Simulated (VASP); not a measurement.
# Te2Mo in VASP: further runs, part 2 of 3

VASP 6.6.1. The steps go on from the part before.

## Step 3: Relaxation of cell and atoms, PBE+D3(BJ)

This run uses another cell than the first one, of 77.20 Å³/atom, 1.009 times its volume.

INCAR

```
SYSTEM = Te2Mo
  PREC = Accurate
  ENCUT = 600
  EDIFF = 1E-6
  ISMEAR = 0
  SIGMA = 0.03
  LREAL = .FALSE.
  LASPH = .TRUE.
  NELM = 80
  ALGO = Normal
  ISIF = 3
  LWAVE = .FALSE.
  LCHARG = .FALSE.
  GGA = PE
  IVDW = 12
  IBRION = 2
  NSW = 90
  EDIFFG = -0.01
  LATTICE_CONSTRAINTS = .TRUE. .TRUE. .FALSE.
  KPAR = 4
```

KPOINTS

```
Automatic mesh
0
G
  12 12 1
  0 0 0
```

POSCAR

```
Te2Mo
1.0
    3.5182000000      0.0000000000      0.0000000000
   -1.7591000000      3.0468505800      0.0000000000
    0.0000000000      0.0000000000     21.6051888000
Te Mo
2 1
Direct
    0.3333333300      0.6666666700      0.4165666000
    0.3333333300      0.6666666700      0.5834334000
    0.6666666700      0.3333333300      0.5000000000
```

Potentials or basis: VASP PAW PBE potentials, release 64 (Te, Mo_sv).

Started as:

```sh
$ cat potpaw_PBE.64/Te/POTCAR potpaw_PBE.64/Mo_sv/POTCAR > POTCAR
$ mpirun -np 4 vasp_std > vasp.out
```

OUTCAR:

```text
SYSTEM = Te2Mo
   PREC = Accurate
   ENCUT = 600
   EDIFF = 1E-6
   ISMEAR = 0
   LREAL = .FALSE.
   LASPH = .TRUE.
   NELM = 80
   ISIF = 3
   GGA = PE
   IVDW = 12
   IBRION = 2
   NSW = 90
   EDIFFG = -0.01
 IVDW          = 12

 ion  position               nearest neighbor table
   1  0.333  0.667  0.417-   3 2.72   3 2.72   3 2.72   2 3.61
   2  0.333  0.667  0.583-   3 2.72   3 2.72   3 2.72   1 3.61
   3  0.667  0.333  0.500-   1 2.72   2 2.72   1 2.72   2 2.72   1 2.72   2 2.72

  LATTYP: Found a hexagonal cell.
 ALAT       =     3.5182000000
 C/A-ratio  =     6.1409780001

  Lattice vectors:

 A1 = (   3.5182000000,   0.0000000000,   0.0000000000)
 A2 = (  -1.7591000000,   3.0468505800,   0.0000000000)
 A3 = (   0.0000000000,   0.0000000000,  21.6051888000)

Analysis of symmetry for initial positions (statically):
=====================================================================
 Subroutine PRICEL returns:
 Original cell was already a primitive cell.

 Routine SETGRP: Setting up the symmetry group for a
 hexagonal supercell.

 Subroutine GETGRP returns: Found 12 space group operations
 (whereof 12 operations were pure point group operations)
 out of a pool of 24 trial point group operations.

The static configuration has the point symmetry D_3h.

Analysis of symmetry for dynamics (positions and initial velocities):
[... 132 lines left out ...]
   GGA     = PE    functional components
   LHFCALC =     F    Hartree Fock is set to
   AEXX    =    0.0000 exact exchange contribution
   IVDW    =    12    specifies the selected vdW correction
   LEPSILON=     F    determine dielectric tensor
   LRPA    =     F    only Hartree local field effects (RPA)
 conjugate gradient relaxation of ions
 non-spin polarized calculation
 Gauss-broadening in eV      SIGMA  =   0.03
  energy-cutoff  :      600.00
  volume of cell :      231.60
 maximum number of plane-waves:      7761
   NGX = 15   NGY = 15   NGZ = 87

--------------------------------------- Ionic step        1  -------------------------------------------

 number of electron      26.0000001 magnetization

 Free energy of the ion-electron system (eV)
  ---------------------------------------------------
  ext. energy  EPLUGINS =         0.00000000
  ---------------------------------------------------
  free energy    TOTEN  =       -18.01186218 eV

  energy without entropy =      -18.01186218  energy(sigma->0) =      -18.01186218

------------------------ aborting loop because EDIFF is reached ----------------------------------------

 Edisp (eV)   -1.19738

 E8    (eV) :    -0.5825
[... 196 lines left out ...]
--------------------------------------- Ionic step        6  -------------------------------------------

 number of electron      26.0000000 magnetization

 Free energy of the ion-electron system (eV)
  ---------------------------------------------------
  ext. energy  EPLUGINS =         0.00000000
  ---------------------------------------------------
  free energy    TOTEN  =       -18.00814651 eV

  energy without entropy =      -18.00814651  energy(sigma->0) =      -18.00814651

 E-fermi :  -0.3387     XC(G=0):  -3.9151

 val. band max:       -0.6435497532   @ k =   0.3333   0.3333   0.0000
 cond. band min:       0.5495030217   @ k =   0.3333   0.3333   0.0000
 fundamental gap:      1.1930527748
 Fermi energy:        -0.3387449878

 k-point     1 :       0.0000    0.0000    0.0000
  band No.  band energies     occupation
      1     -61.2975      2.00000
      2     -35.4753      2.00000
      3     -35.3307      2.00000
      4     -35.3307      2.00000
      5     -13.3496      2.00000
      6     -12.4224      2.00000
[... 403 lines left out ...]
  FREE ENERGIE OF THE ION-ELECTRON SYSTEM (eV)
  ---------------------------------------------------
  free  energy   TOTEN  =       -19.2120147765 eV

  energy  without entropy=      -19.2120147765  energy(sigma->0) =      -19.21201478

 reached required accuracy - stopping structural energy minimisation
```

Wall time 2.3 min (4 MPI ranks of Intel Xeon Platinum 8259CL at 2.50GHz (Skylake/Cascade Lake), shared host); peak memory 0.47 GiB.

Results:

```yaml
Free_energy: -19.2120 eV
Relaxed_volume: 76.51 Å³/atom
Relaxed_cell: a = 3.503 Å, b = 3.503 Å, c = 21.605 Å, α = 90.00°, β = 90.00°, γ = 120.00°
Space_group_after_relaxing_to_0.05_Å: P-6m2 (No. 187)
Energy_gained_by_relaxing: 0.9 meV/atom
Ionic_steps: 6
Band_gap_on_the_k_mesh: 1.19 eV, direct
Dispersion_energy_per_atom: -0.401 eV
```

The path:
```tsv
step	energy change (eV)	largest force (eV/Å)	pressure (GPa)	volume (Å³)
1	0.0000	0.1367	0.04	231.60
2	-0.0019	0.0857	0.05	230.56
3	-0.0027	0.0287	0.05	229.40
4	-0.0027	0.0236	0.05	229.30
5	-0.0027	0.0260	-0.07	229.83
6	-0.0028	0.0015	-0.01	229.54
```

Final structure:
```cif
data_structure
_symmetry_space_group_name_H-M 'P 1'
_symmetry_Int_Tables_number 1
_cell_length_a 3.5025
_cell_length_b 3.5025
_cell_length_c 21.6052
_cell_angle_alpha 90.000
_cell_angle_beta 90.000
_cell_angle_gamma 120.000
_cell_volume 229.54
loop_
_atom_site_label
_atom_site_type_symbol
_atom_site_fract_x
_atom_site_fract_y
_atom_site_fract_z
_atom_site_occupancy
Te1 Te 0.33333 0.66667 0.41584 1
Te2 Te 0.33333 0.66667 0.58416 1
Mo1 Mo 0.66667 0.33333 0.50000 1
```

Caveat: spin-orbit coupling is left out, which moves the levels of the heavy elements. Expect the measured gap to be larger: semilocal functionals such as PBE lack the derivative discontinuity.

## Step 4: Relaxation of cell and atoms, PBE+D3(BJ)

INCAR: that of step 3 with these lines changed.

```diff
@@ -3,3 +3,3 @@
   ENCUT = 600
-  EDIFF = 1E-6
+  EDIFF = 1E-7
   ISMEAR = 0
@@ -17,3 +17,3 @@
   NSW = 90
-  EDIFFG = -0.01
+  EDIFFG = -0.005
   LATTICE_CONSTRAINTS = .TRUE. .TRUE. .FALSE.
```

KPOINTS is that of step 3.

POSCAR

```
Te2Mo                                   
1.0
    3.5025290816      0.0000000000      0.0000000000
   -1.7512645408      3.0332791665      0.0000000000
    0.0000000000      0.0000000000     21.6051888000
  Te              Mo            
     2     1
Direct
     0.3333333300000021    0.6666666699999979    0.4158430858641126
     0.3333333300000021    0.6666666699999979    0.5841569141358872
     0.6666666699999979    0.3333333300000021    0.5000000000000000
```

Started as:

```sh
$ cat potpaw_PBE.64/Te/POTCAR potpaw_PBE.64/Mo_sv/POTCAR > POTCAR
$ mpirun -np 4 vasp_std > vasp.out
```

It took 54 s on 4 MPI ranks of Intel Xeon Platinum 8259CL at 2.50GHz (Skylake/Cascade Lake), shared host; peak memory 0.43 GiB.

It converged, with:

- Free energy: -19.2119 eV
- Band gap on the k mesh: 1.19 eV, direct
- Dispersion energy per atom: -0.401 eV

Final structure:
```xyz
3
Lattice="3.5025 0.0000 0.0000 -1.7513 3.0333 0.0000 0.0000 0.0000 21.6052" Properties=species:S:1:pos:R:3 pbc="T T T"
Te    0.0000    2.0222    8.9844
Te    0.0000    2.0222   12.6208
Mo    1.7513    1.0111   10.8026
```

Levels at points of the mesh, in eV from the valence-band top:
```csv
k point,band 9,band 10,band 11,band 12,band 13,band 14,band 15,band 16,band 17
"(0.00, 0.00, 0.00)",-1.60,-1.60,-0.82,-0.82,-0.58,3.21,3.21,3.49,3.49
"(0.50, 0.00, 0.00)",-3.35,-2.27,-1.72,-0.78,-0.21,1.50,1.80,3.31,3.73
```

Caveat: the relaxation stopped at its first step, so nothing moved; spin-orbit coupling is left out, which moves the levels of the heavy elements.

## Step 5: Relaxation of cell and atoms, r2SCAN+rVV10

This run uses another cell than the first one, of 77.20 Å³/atom, 1.009 times its volume.

INCAR

```
SYSTEM = Te2Mo
PREC = Accurate
ENCUT = 600
EDIFF = 1E-6
ISMEAR = 0
SIGMA = 0.03
LREAL = .False.
LASPH = .True.
NELM = 120
ALGO = Normal
ISIF = 3
LWAVE = .False.
LCHARG = .False.
METAGGA = R2SCAN
LMIXTAU = .True.
LUSE_VDW = .True.
IVDW_NL = 2
BPARAM = 11.95
CPARAM = 0.0093
IBRION = 2
NSW = 90
EDIFFG = -0.01
LATTICE_CONSTRAINTS = .TRUE. .TRUE. .FALSE.
```

KPOINTS

```
Automatic mesh
0
Gamma
  12 12 1
  0 0 0
```

POSCAR

```
Te2Mo
1.0
    3.5182000000      0.0000000000      0.0000000000
   -1.7591000000      3.0468505800      0.0000000000
    0.0000000000      0.0000000000     21.6051888000
Te Mo
2 1
Direct
    0.3333333300      0.6666666700      0.4165666000
    0.3333333300      0.6666666700      0.5834334000
    0.6666666700      0.3333333300      0.5000000000
```

Potentials or basis: VASP PAW PBE potentials, release 64 (Te, Mo_sv).

Started as:

```sh
$ cat potpaw_PBE.64/Te/POTCAR potpaw_PBE.64/Mo_sv/POTCAR > POTCAR
$ mpirun -np 1 vasp_std > vasp.out
```

OUTCAR:

```text
SYSTEM = Te2Mo
   PREC = Accurate
   ENCUT = 600
   EDIFF = 1E-6
   ISMEAR = 0
   LREAL = .False.
   LASPH = .True.
   NELM = 120
   ISIF = 3
   METAGGA = R2SCAN
   IVDW_NL = 2
   BPARAM = 11.95
   IBRION = 2
   NSW = 90
   EDIFFG = -0.01

 ion  position               nearest neighbor table
   1  0.333  0.667  0.417-   3 2.72   3 2.72   3 2.72   2 3.61
   2  0.333  0.667  0.583-   3 2.72   3 2.72   3 2.72   1 3.61
   3  0.667  0.333  0.500-   1 2.72   2 2.72   1 2.72   2 2.72   1 2.72   2 2.72

  LATTYP: Found a hexagonal cell.
 ALAT       =     3.5182000000
 C/A-ratio  =     6.1409780001

  Lattice vectors:

 A1 = (   3.5182000000,   0.0000000000,   0.0000000000)
 A2 = (  -1.7591000000,   3.0468505800,   0.0000000000)
 A3 = (   0.0000000000,   0.0000000000,  21.6051888000)
[... 182 lines left out ...]
  -------------------------------------------------------------------------------------
  Total        0.6164661      0.6164661      0.1482112      0.0000000      0.0000000      0.0000000
  in kB        4.2647150      4.2647150      1.0253255      0.0000000      0.0000000      0.0000000
  external PRESSURE =       3.1849185 kB  Pullay stress =       0.0000000 kB
[... 135 lines left out ...]
--------------------------------------- Ionic step        5  -------------------------------------------

 number of electron      26.0000002 magnetization

 Free energy of the ion-electron system (eV)
  ---------------------------------------------------
  ext. energy  EPLUGINS =         0.00000000
  ---------------------------------------------------
  free energy    TOTEN  =       -77.00926002 eV

  energy without entropy =      -77.00926002  energy(sigma->0) =      -77.00926002

 E-fermi :  -0.8163     XC(G=0):  -3.9437

 val. band max:       -0.9404636312   @ k =   0.3333   0.3333   0.0000
 cond. band min:       0.2275524833   @ k =   0.3333   0.3333   0.0000
 fundamental gap:      1.1680161145
 Fermi energy:        -0.8162789580

 k-point     1 :       0.0000    0.0000    0.0000
  band No.  band energies     occupation
      1     -63.5625      2.00000
      2     -36.9940      2.00000
      3     -36.8879      2.00000
      4     -36.8879      2.00000
      5     -14.0962      2.00000
      6     -13.0470      2.00000
[... 399 lines left out ...]
  FREE ENERGIE OF THE ION-ELECTRON SYSTEM (eV)
  ---------------------------------------------------
  free  energy   TOTEN  =       -77.0092600196 eV

  energy  without entropy=      -77.0092600196  energy(sigma->0) =      -77.00926002

 reached required accuracy - stopping structural energy minimisation
```

OSZICAR:

```text
N       E                     dE             d eps       ncg     rms          rms(c)
DAV:   1     0.869739578602E+02    0.86974E+02   -0.13724E+04   918   0.132E+03
DAV:   2    -0.748185625370E+02   -0.16179E+03   -0.16043E+03   883   0.243E+02
DAV:   3    -0.847820038593E+02   -0.99634E+01   -0.99048E+01   881   0.545E+01
[... 155 lines left out ...]
DAV:  11    -0.770091597001E+02   -0.11455E-04   -0.38400E-07   655   0.437E-03    0.134E-03
DAV:  12    -0.770091883499E+02   -0.28650E-04   -0.28459E-06   588   0.127E-02    0.640E-04
DAV:  13    -0.770092454901E+02   -0.57140E-04   -0.21047E-05   721   0.314E-02    0.799E-04
DAV:  14    -0.770092607210E+02   -0.15231E-04   -0.14202E-05   720   0.265E-02    0.478E-04
DAV:  15    -0.770092600196E+02    0.70141E-06   -0.11715E-06   605   0.100E-02
   5 F= -.77009260E+02 E0= -.77009260E+02  d E =-.622511E-03
```

CONTCAR:

```text
Te2Mo
   1.00000000000000
     3.5437050097045031    0.0000000000000000    0.0000000000000000
    -1.7718525048522515    3.0689385664238316    0.0000000000000000
     0.0000000000000000    0.0000000000000000   21.6051888000000005
  Te              Mo
     2     1
Direct
     0.3333333300000021    0.6666666699999979    0.4168489973403999
     0.3333333300000021    0.6666666699999979    0.5831510026596000
     0.6666666699999979    0.3333333300000021    0.5000000000000000

  0.00000000E+00  0.00000000E+00  0.00000000E+00
  0.00000000E+00  0.00000000E+00  0.00000000E+00
  0.00000000E+00  0.00000000E+00  0.00000000E+00
```

Wall time 66 min (1 thread of Intel Xeon Platinum 8488C (Sapphire Rapids), shared host); peak memory 0.99 GiB.

Results:

| Property | Result |
| --- | --- |
| Free energy | -77.0093 eV |
| Relaxed volume | 78.32 Å³/atom |
| Relaxed cell | a = 3.544 Å, b = 3.544 Å, c = 21.605 Å, α = 90.00°, β = 90.00°, γ = 120.00° |
| Space group after relaxing (to 0.05 Å) | P-6m2 (No. 187) |
| Energy gained by relaxing | 1.4 meV/atom |
| Ionic steps | 5 |
| Band gap on the k mesh | 1.17 eV, direct |

The path:
```tsv
step	energy change (eV)	largest force (eV/Å)	pressure (GPa)	volume (Å³)
1	0.0000	0.0467	0.32	231.60
2	-0.0017	0.1652	-0.32	236.21
3	-0.0035	0.0774	-0.06	234.24
4	-0.0040	0.0420	-0.03	234.57
5	-0.0042	0.0007	0.00	234.97
```

Final structure:
```
Te Mo
1.0
     3.54371    0.00000    0.00000
    -1.77185    3.06894    0.00000
     0.00000    0.00000   21.60519
Te Mo
2 1
Direct
  0.33333 0.66667 0.41685
  0.33333 0.66667 0.58315
  0.66667 0.33333 0.50000
```

Caveat: the PAW data sets were made with another functional, which shifts forces and pressure a little; spin-orbit coupling is left out, which moves the levels of the heavy elements.

(Part 2 of 3 ends here.)
